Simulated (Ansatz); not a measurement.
Theory: DFT PBE, scalar-relativistic, plane waves, PAW in Ansatz 0.2.0. All cells share a 420 eV cutoff and Γ-centred k meshes spaced at most about 0.3 Å⁻¹ (2π included). No spin polarisation.

Temperature and zero-point effects are left out.

Compare these two cells of NaI, each relaxed at this level.

A.

```yaml
crystal:
  lattice:
    - [-2.21556, 2.21556, 8.88175]
    - [2.21556, -2.21556, 8.88175]
    - [2.21556, 2.21556, -8.88175]
  atoms:
    - { symbol: Na, position: [0.25000, 0.75000, 0.50000] }
    - { symbol: Na, position: [0.50000, 0.50000, 0.00000] }
    - { symbol: I, position: [0.75000, 0.25000, 0.50000] }
    - { symbol: I, position: [0.00000, 0.00000, 0.00000] }
```

B.

```yaml
crystal:
  lattice:
    - [4.58560, 0.00000, 0.00000]
    - [-2.29280, 3.97124, 0.00000]
    - [0.00000, 0.00000, 15.28985]
  atoms:
    - { symbol: Na, position: [0.66667, 0.33333, 0.12355] }
    - { symbol: Na, position: [0.66667, 0.33333, 0.37645] }
    - { symbol: Na, position: [0.33333, 0.66667, 0.62355] }
    - { symbol: Na, position: [0.33333, 0.66667, 0.87645] }
    - { symbol: I, position: [0.00000, 0.00000, 0.00000] }
    - { symbol: I, position: [0.33333, 0.66667, 0.25000] }
    - { symbol: I, position: [0.00000, 0.00000, 0.50000] }
    - { symbol: I, position: [0.66667, 0.33333, 0.75000] }
```

Question: Which is lower in energy, and by how much?

Answer: B is lower, by 112 meV/atom. A has space group I4_1/amd (No. 141), 43.6 Å³/atom and a gap of 3.24 eV on its mesh; B has space group P6_3/mmc (No. 194), 34.8 Å³/atom and a gap of 3.52 eV. Counting I atoms around Na (those within 1.25 times the shortest such distance or 1.15 times the sum of covalent radii, 1.27 where that leaves under three), A has Na 4 and B has Na 6. In A, Na has 4 I at 3.13 Å; I has 4 Na at 3.13 Å. In B, Na has 6 I at 3.25–3.28 Å and 1 Na at 3.87 Å; around I on a site of symmetry -3m lie 6 Na at 3.25 Å; I on a site of symmetry -6m2 is surrounded by 6 Na at 3.28 Å. Origin: A, reached from a Materials Project cell; B, invented. Shaken at random and relaxed again, B came back. The lowest form computed isn't among them: it has the rock salt type, space group Fm-3m (No. 225), 34.8 Å³/atom, is reached from a cell as deposited in COD and lies 6 meV/atom below the best shown.

Weakly bound directions are ill-defined at this level, which has no dispersion term (I4_1/amd), and this can change margins and order among such cells. These runs have no spin–orbit coupling, which can matter for I. Kohn–Sham gaps at this level usually fall short of measured ones. The missing spin–orbit coupling can work the other way here. Cells without such a test can be saddle points. Some structure types and database cells were kept out of the candidates from the start, so a known form may be missing.
